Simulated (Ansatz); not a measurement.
BaTiO3 (Barioperovskite):

```
Ba Ti O
1.0
     3.98550    0.00000    0.00000
     0.00000    2.83690    2.84515
     0.00000   -2.83690    2.84515
Ba Ti O
1 1 3
Cartesian
  0.0000 0.0000 0.0000
  1.9928 0.0000 2.9157
  1.9928 1.3804 4.2594
  1.9928 -1.3804 4.2594
  0.0000 0.0000 2.7735
```

* Program: Ansatz 0.2.0
* Task: relaxation of cell and atoms
* Functional: PBE
* Potentials or basis: Ansatz PAW
* Cutoff: 420 eV (not typed: the program's choice for these potentials)
* k mesh: 7 × 7 × 7
* Occupations: fermi-dirac, width 0.05 eV
* Spin: no spin polarisation
* Hubbard terms: Ti d U = 5 eV

At the start: volume 12.87 Å³/atom.

Problem. How do energy, volume and symmetry change on relaxing?

Solution. It ends after 12 steps and the volume is 13.26 Å³/atom (+3.1 %); space group Amm2 (No. 38, to 0.05 Å).

Step by step:
| step | energy change (eV) | largest force (eV/Å) | volume (Å³) |
| --- | --- | --- | --- |
| 1 | 0.0000 | 0.2262 | 64.34 |
| 2 | -0.0056 | 0.4433 | 66.09 |
| 3 | -0.0260 | 0.0983 | 65.85 |
| 4 | -0.0269 | 0.0699 | 65.87 |
| 5 | -0.0274 | 0.0551 | 65.89 |
| 6 | -0.0282 | 0.0138 | 66.06 |
| 7 | -0.0280 | 0.0040 | 66.18 |
| 8 | -0.0280 | 0.0004 | 66.19 |
| 9 | -0.0280 | 0.0000 | 66.20 |
| 10 | -0.0353 | 0.0001 | 66.20 |
| 11 | -0.0350 | 0.0036 | 66.32 |
| 12 | -0.0354 | 0.0036 | 66.32 |

Final structure:
```
CELL_PARAMETERS angstrom
4.01713 0.00000 0.00000
0.00000 2.86829 2.87792
0.00000 -2.86829 2.87792
ATOMIC_POSITIONS crystal
Ba 0.00000 0.00667 0.00667
Ti 0.50000 0.51689 0.51689
O 0.50000 0.98567 0.49451
O 0.50000 0.49451 0.98567
O 0.00000 0.49314 0.49314
```

Caveat: the plane-wave basis is chosen anew once the cell has moved, so the energies of steps on either side of that aren't comparable; the pressure holds a Pulay correction of +0.5 GPa for the finite cutoff.
